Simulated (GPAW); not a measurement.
LiF (Griceite):

```xyz
2
Lattice="0.0000 2.0140 2.0140 2.0140 0.0000 2.0140 2.0140 2.0140 0.0000" Properties=species:S:1:pos:R:3 pbc="T T T"
F     2.0140    2.0140    2.0140
Li    0.0000    0.0000    0.0000
```

Base run:

- Program: GPAW 26.7.0
- Functional: PBE
- Potentials or basis: GPAW PAW data sets (gpaw-data 1.2.1)
- Cutoff: 800 eV
- Basis: pw
- k mesh: 11 × 11 × 11
- Occupations: fermi-dirac, width 0.05 eV
- Spin: no spin polarisation

Its results: band gap on the k mesh 9.07 eV, direct.

The run is repeated on the same cell with these changes: basis from pw to lcao:dzp. What comes out?

Band gap on the k mesh 8.96 eV, direct.

Caveats: an odd mesh through Γ misses points on the zone boundary, where band edges often lie (some runs); the basis of atomic orbitals isn't converged, which shifts pressures, moduli and gaps (some runs).
